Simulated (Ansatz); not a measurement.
SiO$_{2}$: course of a relaxation

Method: DFT r2SCAN, scalar-relativistic, plane waves, PAW (Ansatz 0.2.0). Run with 500 eV cutoff, 6×6×4 k-mesh, Gaussian smearing of 0.02 eV, no spin polarisation.

What was changed: equal strain along all axes, cell held, atoms relaxed: -3.0 %.

Command:

```bash
ansatz run input.yaml --threads 1 --pin off --max-ram 2560MiB --backend cpu --events-out ev --progress --plain --runs-dir out
```

Input:

```yaml
crystal:
  lattice:
    - [4.8003187254, 0.0, 0.0]
    - [0.0, 4.8003187254, 0.0]
    - [0.0, 0.0, 7.0983174146]
  atoms:
    - { symbol: Si, position: [0.0, 0.0, 0.0] }
    - { symbol: Si, position: [0.0, 0.5, 0.25] }
    - { symbol: Si, position: [0.5, 0.5, 0.5] }
    - { symbol: Si, position: [0.5, 0.0, 0.75] }
    - { symbol: O, position: [0.112532041, 0.25, 0.125] }
    - { symbol: O, position: [0.25, 0.612532041, 0.375] }
    - { symbol: O, position: [0.75, 0.387467959, 0.375] }
    - { symbol: O, position: [0.887467959, 0.75, 0.125] }
    - { symbol: O, position: [0.612532041, 0.75, 0.625] }
    - { symbol: O, position: [0.75, 0.112532041, 0.875] }
    - { symbol: O, position: [0.25, 0.887467959, 0.875] }
    - { symbol: O, position: [0.387467959, 0.25, 0.625] }
basis:
  ecutwfc: 500
kpoints:
  mp_grid: { grid: [6, 6, 4] }
hamiltonian:
  xc: r2scan
scf:
  occupations: { method: gaussian, width: 0.02 }
output:
  forces: true
  stress: true
  eigenvalues: true
relax:
  adjacent_minimum: "off"
  f_tol: 0.008
  max_steps: 40
```

F is the free energy.

Steps:

```
step F − F(1) (eV) largest force component (eV/Å)
   1         0.0000                           0.638
   2        -0.0597                           0.522
   3        -0.1699                           0.082
   4        -0.1726                           0.002
   5        -0.1726                           0.002
```

Relaxed structure:

```cif
data_structure
_symmetry_space_group_name_H-M 'P 1'
_symmetry_Int_Tables_number 1
_cell_length_a 4.8003
_cell_length_b 4.8003
_cell_length_c 7.0983
_cell_angle_alpha 90.000
_cell_angle_beta 90.000
_cell_angle_gamma 90.000
_cell_volume 163.57
loop_
_atom_site_label
_atom_site_type_symbol
_atom_site_fract_x
_atom_site_fract_y
_atom_site_fract_z
_atom_site_occupancy
Si1 Si 0.00000 0.00000 0.00000 1
Si2 Si 0.00000 0.50000 0.25000 1
Si3 Si 0.50000 0.50000 0.50000 1
Si4 Si 0.50000 0.00000 0.75000 1
O1 O 0.12629 0.25000 0.12500 1
O2 O 0.25000 0.62629 0.37500 1
O3 O 0.75000 0.37371 0.37500 1
O4 O 0.87371 0.75000 0.12500 1
O5 O 0.62629 0.75000 0.62500 1
O6 O 0.75000 0.12629 0.87500 1
O7 O 0.25000 0.87371 0.87500 1
O8 O 0.37371 0.25000 0.62500 1
```

The structure is tetragonal, space group I-42d (No. 122). Conventional cell: a = 4.800 Å, b = 4.800 Å, c = 7.098 Å, α = 90.00°, β = 90.00°, γ = 90.00°. Si (site symmetry -4) is surrounded by 4 O at 1.61 Å. Around O (site symmetry 2) lie 2 Si at 1.61 Å.

The run converged. It took 3 min on 1 thread of Arm Neoverse V2 (shared host), peak memory 0.69 GiB.